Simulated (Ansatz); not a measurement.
PbSe: distorted cells

Computed with Ansatz, DFT PBEsol, scalar-relativistic, plane waves, PAW.

Plane waves to 420 eV, a k mesh through Γ of 10×10×10 on the computed 2-atom cell and Gaussian smearing (0.05 eV); no spin polarisation.

Reference cell:

```
Pb Se
1.0
     0.00000    3.06215    3.06215
     3.06215    0.00000    3.06215
     3.06215    3.06215    0.00000
Pb Se
1 1
Direct
  0.00000 0.00000 0.00000
  0.50000 0.50000 0.50000
```

Each variant moves atoms of this cell by the vectors given, if any (Å), and then applies a symmetric strain (tensor components, Cartesian axes). The reference cell isn't relaxed at this level. Energies are per atom at zero smearing, counted from the lowest variant. Pressure is positive in compression.

1. strain (xx yy zz yz xz xy, %) 3.17 0.36 3.55 -0.27 0.28 -1.81; moves: Pb1 (-0.058, -0.045, -0.131); Se2 (0.058, 0.045, 0.131)
2. strain (xx yy zz yz xz xy, %) -2.80 -2.80 -2.80 2.00 2.00 2.00; moves: Pb1 (-0.058, -0.058, -0.058); Se2 (0.058, 0.058, 0.058)
3. strain (xx yy zz yz xz xy, %) 0.90 1.57 -1.76 -1.27 1.51 1.13; moves: Pb1 (-0.055, -0.081, -0.021); Se2 (0.055, 0.081, 0.021)
4. strain (xx yy zz yz xz xy, %) 3.24 3.24 3.24 0.00 0.00 0.00
5. strain (xx yy zz yz xz xy, %) -1.69 -7.69 -1.69 0.00 0.00 0.00; moves: Pb1 (0.000, 0.100, 0.000); Se2 (0.000, -0.100, 0.000)
6. strain (xx yy zz yz xz xy, %) 0.49 0.49 0.49 4.00 4.00 4.00; moves: Pb1 (0.058, 0.058, 0.058); Se2 (-0.058, -0.058, -0.058)

| variant | ΔE (meV/atom) | P (GPa) | largest force (eV/Å) | gap on mesh (eV) | space group |
| --- | --- | --- | --- | --- | --- |
| 1 | 23.1 | -2.50 | 0.14 | 0.52 | P1 |
| 2 | 36.8 | 5.54 | 0.33 | 0.26 | R3m |
| 3 | ? | ? | ? | ? | ? |
| 4 | 35.6 | -4.50 | 0.00 | 0.48 | Fm-3m |
| 5 | ? | ? | ? | ? | ? |
| 6 | 16.8 | -0.53 | 0.00 | 0 | R3m |

Problem. Give the withheld rows.

Solution.
```csv
variant,ΔE (meV/atom),P (GPa),largest force (eV/Å),gap on mesh (eV),space group
3,0.0,-0.23,0.10,0.06,P1
5,123.9,8.79,0.91,0.63,I4mm
```

Spin-orbit coupling is left out, which matters for the bands of heavy elements.